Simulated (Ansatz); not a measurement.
Results of PBEsol (plane waves, PAW; Ansatz, an electronic-structure program) for α-quartz-type GeO2 (metastable phase).

Run with plane-wave cutoff 520 eV, 12×12×6 k mesh (along the axes of the cell as run), Fermi–Dirac smearing 0.01 eV, scalar-relativistic PAW data made under PBE.

The cell is scaled about its equilibrium volume:

Shape and atoms are relaxed at each volume.

| V (Å³/atom) | P (GPa) | direct gap at Γ (eV) | smallest gap on the k mesh (eV) | c (Å) |
|---|---|---|---|---|
| 13.092 | 1.58 | 3.439 | 3.396 | 5.655 |
| 13.365 | 0.75 | 3.427 | 3.381 | 5.674 |
| 13.638 | 0.00 | 3.415 | 3.361 | 5.692 |
| 13.910 | -0.70 | 3.400 | 3.334 | 5.710 |
| 14.183 | -1.33 | 3.384 | 3.305 | 5.732 |

The fundamental gap (3.36 eV at the equilibrium volume, with added k points) lies elsewhere than Γ–Γ.

Spin–orbit coupling is not included.
